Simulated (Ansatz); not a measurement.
# Copper, dhcp under RPBE: structure, energy and stiffness, part 2 of 2

What does RPBE give for copper in the dhcp structure? We relax it, solve it on a dense k-mesh, then scale the cell to 7 volumes from 88 to 112 % of the relaxed one and try a fit of the equation of state. Spin polarisation is left out. The k-meshes are 14×14×4 for the relaxation; 18×18×5 for the dense run; 16×16×5 for the volumes.

Ansatz 0.2.0; DFT, RPBE, plane waves (420 eV) with PAW, scalar-relativistic.

### Step 5. The cell scaled to 92 % of its volume

Contents of input.yaml:

```yaml
crystal:
  lattice:
    - [2.5273188529, 0.0, 0.0]
    - [-1.2636594264, 2.18872233, 0.0]
    - [0.0, 0.0, 8.2515085806]
  atoms:
    - { symbol: Cu, position: [1.0, 1.0, 0.0] }
    - { symbol: Cu, position: [1.0, 0.0, 0.5] }
    - { symbol: Cu, position: [0.3333333333, 0.6666666667, 0.25] }
    - { symbol: Cu, position: [0.6666666667, 0.3333333333, 0.75] }
hamiltonian:
  xc: rpbe
  pseudopotentials:
    kind: paw
    azcp:
      Cu: "pseudopotentials/Cu.paw.azcp"
basis:
  ecutwfc: 420
  fft_grid_basis: typed
kpoints:
  mp_grid: { grid: [16, 16, 5], shift: [0, 0, 0] }
magnetization:
  spin_polarized: false
scf:
  occupations: { method: fermi_dirac, width: 0.1 }
  lower_state_search: "off"
output:
  stress: true
```

What it wrote, cut to the lines that bear on the results:

```text
Warning: RAYON_NUM_THREADS=2 ignored (pool sized by the plan → 2); use --threads N
[...]
Pseudopotentials: kind: paw
Pseudopotential: Cu, paw, valence charge 19, recommended cutoff 420 eV (normal), <dir>
Functional definition: RPBE
[...]
Crystal: 4 atoms, lattice volume = 45.644 Å³
Basis set: ecut = 420 eV, 909 PW (Γ)
Bands: 43, of which v1, the nominal top of the filled ones, is band 38 counted from 1 (37 counted from 0)
Symmetry: 24 space group operations
Space group: P63/mmc (ITA 194), of the structure as read, at distance tolerance 3.6e-5 Å
k-points: 90 of 1280
[...]
SCF iter   1: F=—  HF=-26521.330635 eV  |F-HF|=—  |Δ(HF+E_count)|=         —  Δρ=9.33e-3  dr2=2.00e-2  ethr=1.77e-3  ⟨swp⟩=4.6  Hψ=11436  notcnv=0
[...]
SCF iter   7: F=-26521.326571 eV  HF=-26521.326571 eV  |F-HF|=1.35e-7  |Δ(HF+E_count)|=   2.36e-8  Δρ=1.11e-5  dr2=9.26e-8  ethr=1.32e-10  ⟨swp⟩=4.2  Hψ=14518  notcnv=0
[...]
SCF converged after 7 iterations
Free energy (F): -26521.326571 eV
[...]
E sigma→0 (E₀):  -26521.304368 eV
Entropy (-TS):   -0.044405 eV (-11.101 meV/atom)
Fermi energy:    17.644451 eV
[...]
--- Stress (GPa, compression-positive) ---
       12.650489      -0.000000       0.000000
        0.000000      12.650489       0.000000
        0.000000       0.000000      12.801537
  P = ⅓ Tr σ = 12.7008 GPa (127.008 kbar)
```

Wall time 4 s (2 threads of Arm Neoverse V1, shared host); peak memory 0.39 GiB.

### Step 6. The cell scaled to 96 % of its volume

input.yaml, as its differences from that of step 5:

```diff
@@ -2,5 +2,5 @@
   lattice:
-    - [2.5273188529, 0.0, 0.0]
-    - [-1.2636594264, 2.18872233, 0.0]
-    - [0.0, 0.0, 8.2515085806]
+    - [2.5634282865, 0.0, 0.0]
+    - [-1.2817141432, 2.2199940169, 0.0]
+    - [0.0, 0.0, 8.3694032028]
   atoms:
```

What it wrote, cut to the lines that bear on the results:

```text
Warning: RAYON_NUM_THREADS=2 ignored (pool sized by the plan → 2); use --threads N
[...]
[... 3 set-up lines as earlier in the session ...]
[...]
Crystal: 4 atoms, lattice volume = 47.629 Å³
Basis set: ecut = 420 eV, 957 PW (Γ)
Bands: 43, of which v1, the nominal top of the filled ones, is band 38 counted from 1 (37 counted from 0)
[... 2 set-up lines as earlier in the session ...]
k-points: 90 of 1280
[...]
SCF iter   1: F=—  HF=-26521.442006 eV  |F-HF|=—  |Δ(HF+E_count)|=         —  Δρ=9.30e-3  dr2=2.06e-2  ethr=1.77e-3  ⟨swp⟩=4.7  Hψ=11427  notcnv=0
[...]
SCF iter   7: F=-26521.438013 eV  HF=-26521.438013 eV  |F-HF|=5.58e-8  |Δ(HF+E_count)|=   2.25e-7  Δρ=9.97e-6  dr2=6.56e-8  ethr=1.32e-10  ⟨swp⟩=3.2  Hψ=16101  notcnv=0
[...]
SCF converged after 7 iterations
Free energy (F): -26521.438013 eV
[...]
E sigma→0 (E₀):  -26521.415510 eV
Entropy (-TS):   -0.045007 eV (-11.252 meV/atom)
Fermi energy:    16.712125 eV
[...]
--- Stress (GPa, compression-positive) ---
        5.543335      -0.000000       0.000000
       -0.000000       5.543335       0.000000
        0.000000       0.000000       5.657510
  P = ⅓ Tr σ = 5.5814 GPa (55.814 kbar)
```

Wall time 4.8 s (2 threads of Arm Neoverse V1, shared host); peak memory 0.4 GiB.

### Step 7. The cell scaled to 100 % of its volume

input.yaml, as its differences from that of step 6:

```diff
@@ -2,5 +2,5 @@
   lattice:
-    - [2.5634282865, 0.0, 0.0]
-    - [-1.2817141432, 2.2199940169, 0.0]
-    - [0.0, 0.0, 8.3694032028]
+    - [2.5985481066, 0.0, 0.0]
+    - [-1.2992740533, 2.2504086733, 0.0]
+    - [0.0, 0.0, 8.4840668103]
   atoms:
```

What it wrote, cut to the lines that bear on the results:

```text
Warning: RAYON_NUM_THREADS=2 ignored (pool sized by the plan → 2); use --threads N
[...]
[... 3 set-up lines as earlier in the session ...]
[...]
Crystal: 4 atoms, lattice volume = 49.613 Å³
Basis set: ecut = 420 eV, 1019 PW (Γ)
Bands: 43, of which v1, the nominal top of the filled ones, is band 38 counted from 1 (37 counted from 0)
[... 2 set-up lines as earlier in the session ...]
k-points: 90 of 1280
[...]
SCF iter   1: F=—  HF=-26521.475100 eV  |F-HF|=—  |Δ(HF+E_count)|=         —  Δρ=9.19e-3  dr2=2.10e-2  ethr=1.77e-3  ⟨swp⟩=4.6  Hψ=11437  notcnv=0
[...]
SCF iter   7: F=-26521.471189 eV  HF=-26521.471189 eV  |F-HF|=5.32e-8  |Δ(HF+E_count)|=   2.08e-7  Δρ=9.38e-6  dr2=6.25e-8  ethr=1.32e-10  ⟨swp⟩=3.4  Hψ=16770  notcnv=0
[...]
SCF converged after 7 iterations
Free energy (F): -26521.471189 eV
[...]
E sigma→0 (E₀):  -26521.448393 eV
Entropy (-TS):   -0.045590 eV (-11.398 meV/atom)
Fermi energy:    15.857257 eV
[...]
--- Stress (GPa, compression-positive) ---
       -0.031971       0.000000       0.000000
        0.000000      -0.031971       0.000000
        0.000000       0.000000       0.057587
  P = ⅓ Tr σ = -0.0021 GPa (-0.021 kbar)
```

It took 4.4 s on 2 threads of Arm Neoverse V1, shared host; peak memory 0.4 GiB.

### Step 8. The cell scaled to 104 % of its volume

input.yaml, as its differences from that of step 7:

```diff
@@ -2,5 +2,5 @@
   lattice:
-    - [2.5985481066, 0.0, 0.0]
-    - [-1.2992740533, 2.2504086733, 0.0]
-    - [0.0, 0.0, 8.4840668103]
+    - [2.6327434505, 0.0, 0.0]
+    - [-1.3163717252, 2.2800227098, 0.0]
+    - [0.0, 0.0, 8.5957120715]
   atoms:
```

What it wrote, cut to the lines that bear on the results:

```text
Warning: RAYON_NUM_THREADS=2 ignored (pool sized by the plan → 2); use --threads N
[...]
[... 3 set-up lines as earlier in the session ...]
[...]
Crystal: 4 atoms, lattice volume = 51.598 Å³
Basis set: ecut = 420 eV, 1019 PW (Γ)
Bands: 43, of which v1, the nominal top of the filled ones, is band 38 counted from 1 (37 counted from 0)
[... 2 set-up lines as earlier in the session ...]
k-points: 90 of 1280
[...]
SCF iter   1: F=—  HF=-26521.446843 eV  |F-HF|=—  |Δ(HF+E_count)|=         —  Δρ=9.05e-3  dr2=2.12e-2  ethr=1.77e-3  ⟨swp⟩=4.7  Hψ=11447  notcnv=0
[...]
SCF iter   7: F=-26521.443002 eV  HF=-26521.443002 eV  |F-HF|=5.41e-8  |Δ(HF+E_count)|=   1.78e-7  Δρ=6.17e-6  dr2=5.63e-8  ethr=1.32e-10  ⟨swp⟩=3.3  Hψ=16483  notcnv=0
[...]
SCF converged after 7 iterations
Free energy (F): -26521.443002 eV
[...]
E sigma→0 (E₀):  -26521.419935 eV
Entropy (-TS):   -0.046135 eV (-11.534 meV/atom)
Fermi energy:    15.070775 eV
[...]
--- Stress (GPa, compression-positive) ---
       -4.402282       0.000000       0.000000
        0.000000      -4.402282       0.000000
        0.000000       0.000000      -4.329410
  P = ⅓ Tr σ = -4.3780 GPa (-43.780 kbar)
```

Wall time 4.5 s (2 threads of Arm Neoverse V1, shared host); peak memory 0.41 GiB.

### Step 9. The cell scaled to 108 % of its volume

input.yaml, as its differences from that of step 8:

```diff
@@ -2,5 +2,5 @@
   lattice:
-    - [2.6327434505, 0.0, 0.0]
-    - [-1.3163717252, 2.2800227098, 0.0]
-    - [0.0, 0.0, 8.5957120715]
+    - [2.6660728551, 0.0, 0.0]
+    - [-1.3330364276, 2.3088868209, 0.0]
+    - [0.0, 0.0, 8.7045301054]
   atoms:
```

What it wrote, cut to the lines that bear on the results:

```text
Warning: RAYON_NUM_THREADS=2 ignored (pool sized by the plan → 2); use --threads N
[...]
[... 3 set-up lines as earlier in the session ...]
[...]
Crystal: 4 atoms, lattice volume = 53.582 Å³
Basis set: ecut = 420 eV, 1079 PW (Γ)
Bands: 43, of which v1, the nominal top of the filled ones, is band 38 counted from 1 (37 counted from 0)
[... 1 set-up line as earlier in the session ...]
Space group: P63/mmc (ITA 194), of the structure as read, at distance tolerance 3.8e-5 Å
k-points: 90 of 1280
[...]
SCF iter   1: F=—  HF=-26521.370503 eV  |F-HF|=—  |Δ(HF+E_count)|=         —  Δρ=8.87e-3  dr2=2.13e-2  ethr=1.77e-3  ⟨swp⟩=4.8  Hψ=11438  notcnv=0
[...]
SCF iter   7: F=-26521.366740 eV  HF=-26521.366740 eV  |F-HF|=5.71e-8  |Δ(HF+E_count)|=   2.06e-7  Δρ=6.98e-6  dr2=6.74e-8  ethr=1.32e-10  ⟨swp⟩=3.4  Hψ=16708  notcnv=0
[...]
SCF converged after 7 iterations
Free energy (F): -26521.366740 eV
[...]
E sigma→0 (E₀):  -26521.343419 eV
Entropy (-TS):   -0.046642 eV (-11.661 meV/atom)
Fermi energy:    14.344984 eV
[...]
--- Stress (GPa, compression-positive) ---
       -7.815564      -0.000000       0.000000
       -0.000000      -7.815564       0.000000
        0.000000       0.000000      -7.755333
  P = ⅓ Tr σ = -7.7955 GPa (-77.955 kbar)
```

Run time: 4.7 s. Hardware: 2 threads of Arm Neoverse V1, shared host; peak memory 0.41 GiB.

### Step 10. The cell scaled to 112 % of its volume

input.yaml, as its differences from that of step 9:

```diff
@@ -2,5 +2,5 @@
   lattice:
-    - [2.6660728551, 0.0, 0.0]
-    - [-1.3330364276, 2.3088868209, 0.0]
-    - [0.0, 0.0, 8.7045301054]
+    - [2.6985891434, 0.0, 0.0]
+    - [-1.3492945717, 2.3370467525, 0.0]
+    - [0.0, 0.0, 8.8106933744]
   atoms:
@@ -28 +28,5 @@
   stress: true
+  write_density: true
+  write_potential: true
+  elf: true
+  volumetric_format: npy
```

What it wrote, cut to the lines that bear on the results:

```text
Warning: RAYON_NUM_THREADS=2 ignored (pool sized by the plan → 2); use --threads N
[...]
[... 3 set-up lines as earlier in the session ...]
[...]
Crystal: 4 atoms, lattice volume = 55.567 Å³
Basis set: ecut = 420 eV, 1091 PW (Γ)
Bands: 46, of which v1, the nominal top of the filled ones, is band 38 counted from 1 (37 counted from 0)
[... 2 set-up lines as earlier in the session ...]
k-points: 90 of 1280
[...]
SCF iter   1: F=—  HF=-26521.256718 eV  |F-HF|=—  |Δ(HF+E_count)|=         —  Δρ=8.65e-3  dr2=2.11e-2  ethr=1.77e-3  ⟨swp⟩=5.3  Hψ=13075  notcnv=0  defer=83
[...]
SCF iter   7: F=-26521.253029 eV  HF=-26521.253029 eV  |F-HF|=5.42e-8  |Δ(HF+E_count)|=   2.97e-7  Δρ=1.08e-5  dr2=8.46e-8  ethr=1.32e-10  ⟨swp⟩=10.5  Hψ=29922  notcnv=0
[...]
SCF converged after 7 iterations
Free energy (F): -26521.253029 eV
[...]
E sigma→0 (E₀):  -26521.229475 eV
Entropy (-TS):   -0.047108 eV (-11.777 meV/atom)
Fermi energy:    13.673309 eV
[...]
--- Stress (GPa, compression-positive) ---
      -10.468860      -0.000000       0.000000
       -0.000000     -10.468860      -0.000000
        0.000000      -0.000000     -10.420491
  P = ⅓ Tr σ = -10.4527 GPa (-104.527 kbar)
--- Band table (eV; the first three rows and the last of 90) ---
[...]
```

Run time: 7.2 s. Hardware: 2 threads of Arm Neoverse V1, shared host; peak memory 0.44 GiB.

### Step 11. The equation of state

The cell was scaled evenly, with its shape and the fractional positions fixed.

| V (Å³/atom) | E − E₀ (meV/atom) | P from the stress (GPa) | P from the fit (GPa) |
| --- | --- | --- | --- |
| 10.915 | 88.8 | 21.79 | 21.79 |
| 11.411 | 36.0 | 12.70 | 12.68 |
| 11.907 | 8.2 | 5.58 | 5.55 |
| 12.403 | 0.0 | 0.00 | -0.02 |
| 12.899 | 7.1 | -4.38 | -4.39 |
| 13.396 | 26.2 | -7.80 | -7.81 |
| 13.892 | 54.7 | -10.45 | -10.48 |

A third-order Birch-Murnaghan fit gives V₀ = 12.401 Å³/atom, B₀ = 123 GPa and B₀′ = 5.1; it misses no point by more than 0.01 meV/atom.

### Step 12. What came out

What follows sums up all 2 parts.

| quantity | value |
| --- | --- |
| space group (spins left aside) | P6_3/mmc (No. 194) |
| conventional cell | a = 2.599 Å, c = 8.484 Å (c/a = 3.265) |
| volume | 12.403 Å³/atom |
| shortest distance | 2.598 Å |
| gap on the mesh | none (levels filled in part) |
| relative to fcc | +5 meV/atom |
| V₀, B₀, B₀′ | 12.401 Å³/atom, 123 GPa, 5.1 |

From the guessed start the volume grew by 5.0 % in 7 steps. Against the reference form of copper (fcc, computed apart with the same settings) it stands 5 meV/atom higher. Levels at the Fermi energy are filled in part, as in a metal. B₀ comes out at 123 GPa; letting shape and positions relax at each volume could only lower it. Relaxation kept the symmetry; phonons were not checked.
